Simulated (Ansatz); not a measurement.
# MoS2 (R3m) in Ansatz: further runs

Runs on MoS2. Level: PBE. Tasks: single point, relaxation of cell and atoms.

Program: Ansatz 0.2.0. These are calculated values, not measurements. Logs are shortened: lines on timing, memory, paths and dates and some standing lists are left out, and cuts for length are marked.

## Step 1: The crystal as given

It takes space group R3m (No. 160, trigonal). Conventional cell: a = 3.160 Å, b = 3.160 Å, c = 18.450 Å, α = 90.00°, β = 90.00°, γ = 120.00°. Around Mo (site symmetry 3m) lie 6 S at 2.39 Å. S (site symmetry 3m) is surrounded by 3 Mo at 2.39 Å. S (site symmetry 3m) is surrounded by 3 Mo at 2.39 Å.

Measurements of this composition are mostly on another form, of space group No. 194.

## Step 2: Single point, PBE

Input file input.yaml:

```yaml
crystal:
  lattice:
    - [1.58, 0.9122134253, 6.15]
    - [-1.58, 0.9122134253, 6.15]
    - [0.0, -1.8244268506, 6.15]
  atoms:
    - { symbol: Mo, position: [0.0, 0.0, 0.0] }
    - { symbol: S, position: [0.417, 0.417, 0.417] }
    - { symbol: S, position: [0.25, 0.25, 0.25] }
hamiltonian:
  xc: pbe
  pseudopotentials: { kind: paw }
kpoints:
  mp_grid: { grid: [10, 10, 10] }
scf:
  occupations: { method: gaussian, width: 0.011 }
output:
  forces: true
  stress: true
  eigenvalues: true
```

Potentials or basis: Ansatz PAW.

Launch:

```sh
$ ansatz run input.yaml --threads 2 --pin off --max-ram 5632MiB --backend cpu --events-out ev --progress --plain --runs-dir out
```

Output:

```text
Warning: RAYON_NUM_THREADS=2 ignored (pool sized by the plan → 2); use --threads N
basis.fft_grid_basis auto: the FFT boxes are laid along the combinations [[1, 0, -1], [0, 1, -1], [0, 0, 1]] of the cell's own vectors, 3.160, 3.160 and 6.415 Å long. The dense box has 24×24×45 points. Along the cell's own vectors, as sized, it would have 45×45×45, 3.52 times as many. Of the 6 symmetry operations that the crystal satisfies within crystal.symmetry.tolerance (time reversal apart; of a slab, those that keep its plane) the dense box along the cell's own vectors carries 6, and the one as laid loses 4 of those. basis.fft_grid_basis: typed keeps the cell's own vectors: state it where this run's energies or levels are differenced outside the engine with another run's, or held beside a run that keeps those vectors.
Engine: ansatz 0.2.0, x86_64-unknown-linux-gnu
Pseudopotentials: kind: paw
Pseudopotential: Mo, paw, valence charge 14, recommended cutoff 420 eV (normal), Mo.paw.azcp
Pseudopotential: S, paw, valence charge 6, recommended cutoff 420 eV (normal), S.paw.azcp
Functional definition: PBE
  parameter kappa = 0.804
  parameter beta = 0.06672455060314922
  exchange = pbe_x(kappa = kappa, mu = beta*pi^2/3)
  correlation = pbe_c(beta = beta)
Crystal: 3 atoms, lattice volume = 53.184 Å³
Basis set: ecut = 420 eV, 1011 PW (Γ), FFT grids on a1−a3, a2−a3, a3, exchange–correlation on 48×48×90 points (8 copies of the dense FFT grid, shifted against one another)
Bands: 17, of which v1, the nominal top of the filled ones, is band 13 counted from 1 (12 counted from 0)
Symmetry: 6 space group operations
Space group: R3m (ITA 160), of the structure as read, at distance tolerance 3.8e-5 Å
k-points: 116 of 1000 (time reversal used)
Non-local potential: Mo, projectors of the file, l = 0: 3, l = 1: 2, l = 2: 2, l = 3: 1
Non-local potential: S, projectors of the file, l = 0: 2, l = 1: 2, l = 2: 2
PAW form: soft (Blöchl's): semilocal exchange-correlation on the pseudo side does not see the compensation charge
PAW one-centre angular grid: Mo, 590 points (default); XC on 64 Gauss nodes
PAW one-centre angular grid: S, 110 points (default); XC on 64 Gauss nodes
Initial density: superposition of atomic densities (neutral atoms: chi_scale 0, normalization atom), corrected by the library's trained network
Initial wavefunctions: pseudopotential atomic-orbital guess
Functional: x = pbe(κ = 0.804, μ = 0.2195149727645171), c = pbe(β = 0.06672455060314922)
SCF iter   1: F=—  HF=-6762.746042 eV  |F-HF|=—  |Δ(HF+E_count)|=         —  Δρ=5.54e-3  dr2=3.90e-3  ethr=1.77e-3  ⟨swp⟩=6.0  Hψ=11200  notcnv=0
preconditioner: auto → none  [insulator: Δε(μ)=0.959 eV  Ē_g=8.245 eV  σ=0.011 eV  W_gap=1.00  n_scr=16 (ndim 8)  ℏωp=21.6 eV  f_vac=0.016  D(μ)=0.00/eV (n_scr^D=0)  ε∞_Penn≈7.9]
SCF iter   2: F=—  HF=-6762.750423 eV  |F-HF|=—  |Δ(HF+E_count)|=   4.38e-3  Δρ=2.92e-3  dr2=1.58e-3  ethr=1.50e-5  ⟨swp⟩=2.1  Hψ=4337  notcnv=0
SCF iter   3: F=—  HF=-6762.753075 eV  |F-HF|=—  |Δ(HF+E_count)|=   2.65e-3  Δρ=2.20e-3  dr2=6.85e-3  ethr=6.06e-6  ⟨swp⟩=3.5  Hψ=4110  notcnv=0  recentre
SCF iter   4: F=—  HF=-6762.752420 eV  |F-HF|=—  |Δ(HF+E_count)|=   6.55e-4  Δρ=4.25e-4  dr2=1.21e-4  ethr=6.06e-6  ⟨swp⟩=2.6  Hψ=3309  notcnv=0
SCF iter   5: F=—  HF=-6762.752425 eV  |F-HF|=—  |Δ(HF+E_count)|=   5.00e-6  Δρ=1.14e-4  dr2=1.67e-5  ethr=4.66e-7  ⟨swp⟩=2.1  Hψ=2847  notcnv=0
SCF iter   6: F=—  HF=-6762.752422 eV  |F-HF|=—  |Δ(HF+E_count)|=   2.68e-6  Δρ=5.32e-5  dr2=1.17e-6  ethr=6.43e-8  ⟨swp⟩=2.1  Hψ=2621  notcnv=0
SCF iter   7: F=-6762.752423 eV  HF=-6762.752423 eV  |F-HF|=1.24e-7  |Δ(HF+E_count)|=   7.76e-7  Δρ=1.61e-5  dr2=9.46e-8  ethr=3.85e-10  ⟨swp⟩=3.9  Hψ=8730  notcnv=0
SCF 1 converged in 7 iterations: F = -6762.752423 eV  dr2 = 9.46e-8
SCF converged after 7 iterations
Free energy (F): -6762.752423 eV
Harris-Foulkes:  -6762.752423 eV  (|F-HF|=1.24e-7)
Internal energy: -6762.752423 eV  (E = F + TS)
E sigma→0 (E₀):  -6762.752423 eV
Fermi energy:    11.570952 eV
--- Per-component energies (eV) ---
  E_band       = -154.286423
  E_kinetic    = 657.952014
  E_local      = -1989.406126  (includes V_loc(G=0)·N_el)
  E_nonlocal   = 199.331736
  E_hartree    = 768.663011
  E_xc         = -379.222578
  E_vxc        = -405.973584  (∫ρ·V_xc dr)
  E_paw        = -4401.667919  (= ΣΔE_a)
  E_vpaw       = -153.508209  (= ΣTr[D̂ρ^β])
  E_aug_tail   = 0.000037  (compensation charges beyond the density's cutoff)
  E_ewald      = -1618.402598
  E_smearing   = -0.000000  (= −TS)
  E_closure    = -0.000000  (closes the sum)
  Σ components = -6762.752423   (vs F -6762.752423, Δ=0.00e0)
--- Forces (eV/Å), atoms counted from 1 ---
  atom   1  Mo     0.00000000    -0.00000000     0.08641375
  atom   2  S     -0.00000000     0.00000000     0.43477145
  atom   3  S     -0.00000000    -0.00000000    -0.52124582
  max |Σ_I F_I| component: 6.06e-5 eV/Å
--- Stress (GPa, compression-positive) ---
        4.550001       0.000000       0.000000
        0.000000       4.550001       0.000000
        0.000000       0.000000       6.953389
  P = ⅓ Tr σ = 5.3511 GPa (53.511 kbar)
--- Band table (eV; the first three rows and the last of 116) ---
  k-point 0: bands = ["-50.4859", "-24.6489", "-24.4191", "-24.4191", "-4.0439", "-2.3204", "4.0765", "7.6075", "7.6075", "8.7432", "8.7432", "9.8203", "9.9178", "13.1094", "13.1094", "13.5304", "13.5304"]
  k-point 1: bands = ["-50.4819", "-24.6410", "-24.4591", "-24.4281", "-3.8884", "-2.2738", "4.2551", "7.2883", "7.7691", "8.2248", "8.5050", "9.8266", "10.0760", "13.0111", "13.0790", "13.3238", "13.4099"]
  k-point 2: bands = ["-50.4715", "-24.6202", "-24.5625", "-24.4517", "-3.4560", "-2.1442", "4.6714", "6.6309", "7.3404", "7.9891", "8.2098", "9.6405", "9.8179", "12.4064", "13.0170", "13.3551", "13.8897"]
  k-point 115: bands = ["-50.4859", "-24.6490", "-24.4191", "-24.4191", "-3.7994", "-2.7359", "5.0560", "7.5878", "7.5934", "7.5934", "8.7705", "8.7705", "11.0948", "13.2047", "13.2047", "13.3971", "13.3971"]
```

It took 13 s on 2 threads of Intel Xeon at 2.50GHz (Skylake/Cascade Lake), shared host; peak memory 0.43 GiB.

Results:

| Quantity | Value |
| --- | --- |
| Free energy | -6762.7524 eV |
| Pressure | 5.4 GPa |
| Largest force | 0.521 eV/Å |
| Band gap on the k mesh | 0.95 eV, indirect (least direct gap 1.96 eV) |

Forces on the atoms (eV/Å):
```
Mo   0.000  0.000  0.086
S    0.000  0.000  0.435
S    0.000  0.000 -0.521
```

Stress tensor (GPa, compression positive):
```
4.55 0.00 0.00
0.00 4.55 0.00
0.00 0.00 6.95
```

A k mesh can miss the band edges. A hybrid or GW would open this gap; PBE tends to underestimate it.

## Step 3: Relaxation of cell and atoms, PBE

input.yaml, as its differences from that of step 2:

```diff
@@ -15,3 +15,3 @@
 scf:
-  occupations: { method: gaussian, width: 0.011 }
+  occupations: { method: fermi_dirac, width: 0.05 }
 output:
@@ -20 +20,5 @@
   eigenvalues: true
+relax:
+  f_tol: 0.01
+  max_steps: 40
+  cell: { stress_tol: 0.05 }
```

Potentials or basis: Ansatz PAW.

Launch:

```sh
$ ansatz run input.yaml --threads 2 --pin off --max-ram 5632MiB --backend cpu --events-out ev --progress --plain --runs-dir out
```

Output:

```text
Warning: RAYON_NUM_THREADS=2 ignored (pool sized by the plan → 2); use --threads N
basis.fft_grid_basis auto: the FFT boxes are laid along the combinations [[1, 0, -1], [0, 1, -1], [0, 0, 1]] of the cell's own vectors, 3.160, 3.160 and 6.415 Å long. The dense box has 24×24×45 points. Along the cell's own vectors, as sized, it would have 45×45×45, 3.52 times as many. Of the 6 symmetry operations that the crystal satisfies within crystal.symmetry.tolerance (time reversal apart; of a slab, those that keep its plane) the dense box along the cell's own vectors carries 6, and the one as laid loses 4 of those. basis.fft_grid_basis: typed keeps the cell's own vectors: state it where this run's energies or levels are differenced outside the engine with another run's, or held beside a run that keeps those vectors.
[... 7 set-up lines as earlier in the session ...]
[... 234 lines left out ...]
  k-point 1: bands = ["-53.4914", "-27.6224", "-27.4614", "-27.4336", "-6.5610", "-5.3158", "1.8695", "4.4520", "4.9225", "5.1101", "5.6454", "6.4186", "7.1579", "9.9543", "9.9888", "10.2235", "10.3769"]
  k-point 2: bands = ["-53.4822", "-27.6039", "-27.5547", "-27.4550", "-6.1557", "-5.1537", "2.2465", "3.8023", "4.2780", "5.1533", "5.3326", "6.3582", "6.8809", "9.4444", "9.8876", "10.1275", "10.8907"]
  k-point 115: bands = ["-53.4950", "-27.6294", "-27.4254", "-27.4254", "-6.6873", "-5.4108", "1.8701", "4.7694", "4.7694", "5.3334", "5.8741", "5.8741", "7.5886", "10.1344", "10.1344", "10.3753", "10.3753"]
--- Relaxed structure (12 steps of the walk, 12 accepted, 2 SCFs on fresh bases) ---
  F+E_penalty+E_count = -6762.82052403 eV   max|allowed force component| = 7.088e-4 eV/Å   (the final SCF, on the basis selected at the relaxed cell)
  cell:  # Å, volume = 65.0711 Å³
    - [1.5926433500042543, 0.919513066848023, 7.405603038649584]
    - [-1.5926433500042543, 0.919513066848023, 7.405603038649584]
    - [-7.776125906151099e-34, -1.839026133696046, 7.405603038649584]
  atoms:
    - { symbol: Mo, position: [0.00011118369028392547, 0.00011118369028392547, 0.00011118369028392543] }
    - { symbol: S, position: [0.4037729057511565, 0.4037729057511565, 0.4037729057511565] }
    - { symbol: S, position: [0.2631159105585596, 0.2631159105585596, 0.2631159105585596] }
```

Wall time 4.7 min (2 threads of Intel Xeon at 2.50GHz (Skylake/Cascade Lake), shared host); peak memory 0.48 GiB.

Results:

```
Free energy                            : -6762.8205 eV
Relaxed volume                         : 21.69 Å³/atom
Relaxed cell                           : a = 7.631 Å, b = 7.631 Å, c = 7.631 Å, α = 24.09°, β = 24.09°, γ = 24.09°
Space group after relaxing (to 0.05 Å) : R3m (No. 160)
Energy gained by relaxing              : 22.7 meV/atom
Ionic steps                            : 14
Pressure after relaxing                : 0.0 GPa
Band gap on the k mesh                 : 1.57 eV, indirect (least direct gap 1.92 eV)
```

The path:
```tsv
step	energy change (eV)	largest force (eV/Å)	volume (Å³)
1	0.0000	0.5212	53.18
2	-0.0451	0.1146	57.58
3	-0.0564	0.1017	58.12
4	-0.0605	0.0527	59.18
5	-0.0628	0.0037	60.81
6	-0.0629	0.0019	61.15
7	-0.0629	0.0004	61.25
8	-0.0660	0.0002	61.25
9	-0.0670	0.0045	62.37
10	-0.0676	0.0258	63.99
11	-0.0676	0.0053	64.37
12	-0.0676	0.0086	65.07
13	-0.0676	0.0008	65.07
14	-0.0681	0.0007	65.07
```

Final structure:
```xyz
3
Lattice="1.5926 0.9195 7.4056 -1.5926 0.9195 7.4056 0.0000 -1.8390 7.4056" Properties=species:S:1:pos:R:3 pbc="T T T"
Mo    0.0000    0.0000    0.0025
S     0.0000    0.0000    8.9705
S     0.0000    0.0000    5.8456
```

Levels at points of the mesh, in eV from the valence-band top:
```tsv
k point	band 11	band 12	band 13	band 14	band 15	band 16
(0.00, 0.00, 0.00)	-1.72	-1.67	-0.40	2.54	2.54	2.80
(0.00, 0.00, -0.50)	-2.02	-1.18	-0.86	2.02	2.51	3.71
(0.00, -0.50, -0.50)	-2.12	-1.20	-0.82	2.02	2.54	3.57
(-0.50, -0.50, -0.50)	-1.71	-1.71	0.00	2.55	2.55	2.79
```

Caveat: the volume moved by over 15 % at a fixed basis, so the end points are rough; the plane-wave basis is chosen anew once the cell has moved, so the energies of steps on either side of that aren't comparable; the volume moved by +22 % from the deposited cell, more than functionals usually miss.
